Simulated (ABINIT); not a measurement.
## GaAs: band structure with LDA

**The experiment to reproduce.**

From “Evidence of valence band perturbations in GaAsN/GaAs(001): A combined variable-angle spectroscopic ellipsometry and modulated photoreflectance investigation”, 2008, arxiv:0805.2212, for a bulk crystal of GaAs at 300 K: band gap 1.418 ± 0.005 eV (direct).

GaAs:

```
As Ga
1.0
     0.00000    2.82685    2.82685
     2.82685    0.00000    2.82685
     2.82685    2.82685    0.00000
As Ga
1 1
Direct
  0.75000 0.75000 0.75000
  0.00000 0.00000 0.00000
```

| Property | Result |
| --- | --- |
| Program | ABINIT 10.8.3 (patched build) |
| Task | band structure |
| Functional | LDA |
| Potentials or basis | JTH PAW LDA v2.0 sp |
| Cutoff | 463 eV |
| k mesh | 8 × 8 × 8 |
| Occupations | fermi-dirac, width 0.05 eV |
| Spin | no spin polarisation |
| Fine-grid cutoff | 925.187 eV |

* Pressure: -1.9 GPa
* Band gap on the k mesh: 0.29 eV, direct
* Band gap along the path: 0.29 eV, direct
* Valence electrons inside the program's atomic spheres: As 2.77; Ga 11.10

Levels at the corners of the path, in eV from the valence-band top:
| point | band 5 | band 6 | band 7 | band 8 | band 9 | band 10 | band 11 | band 12 | band 13 | band 14 |
| --- | --- | --- | --- | --- | --- | --- | --- | --- | --- | --- |
| Γ | -14.82 | -12.78 | 0.00 | 0.00 | 0.00 | 0.29 | 3.71 | 3.71 | 3.71 | 7.41 |
| X | -14.80 | -10.29 | -6.88 | -2.68 | -2.68 | 1.35 | 1.55 | 10.10 | 10.10 | 10.80 |
| W | -14.81 | -10.23 | -6.70 | -3.56 | -3.37 | 4.55 | 4.65 | 5.33 | 6.00 | 10.96 |
| K | -14.81 | -10.32 | -6.70 | -3.89 | -2.26 | 1.86 | 4.56 | 7.87 | 8.05 | 8.58 |
| Γ | -14.82 | -12.78 | 0.00 | 0.00 | 0.00 | 0.29 | 3.71 | 3.71 | 3.71 | 7.41 |
| L | -14.81 | -11.03 | -6.70 | -1.14 | -1.14 | 0.85 | 4.62 | 4.62 | 7.62 | 10.23 |
| U | -14.81 | -10.32 | -6.70 | -3.89 | -2.26 | 1.86 | 4.56 | 7.87 | 8.05 | 8.58 |
| W | -14.81 | -10.23 | -6.70 | -3.56 | -3.37 | 4.55 | 4.65 | 5.33 | 6.00 | 10.96 |
| L | -14.81 | -11.03 | -6.70 | -1.14 | -1.14 | 0.85 | 4.62 | 4.62 | 7.62 | 10.23 |
| K | -14.81 | -10.32 | -6.70 | -3.89 | -2.26 | 1.86 | 4.56 | 7.87 | 8.05 | 8.58 |

It took 38 s on 1 thread of Arm Neoverse V1, on a shared host, peak memory 0.11 GiB.

Against the measured gap of GaAs, 1.418 eV (direct; 300 K; “Evidence of valence band perturbations in GaAsN/GaAs(001): A combined variable-angle spectroscopic ellipsometry and modulated photoreflectance investigation”, 2008, arxiv:0805.2212), the calculated 0.29 eV is off by -1.12 eV. So large a miss can be the level of theory's own, or it may mean another phase, state or a wrong row. 3 values of this kind are on record (1.412 to 1.51 eV); this one was drawn at random among those near their median, those with a stated uncertainty first. Spin-orbit coupling on As, Ga is left out. The value is that of LDA, without temperature or zero-point motion. Semilocal functionals fall short of measured gaps as a rule.

Caveat: this set keeps more shells in the core, which shifts pressures and gaps.
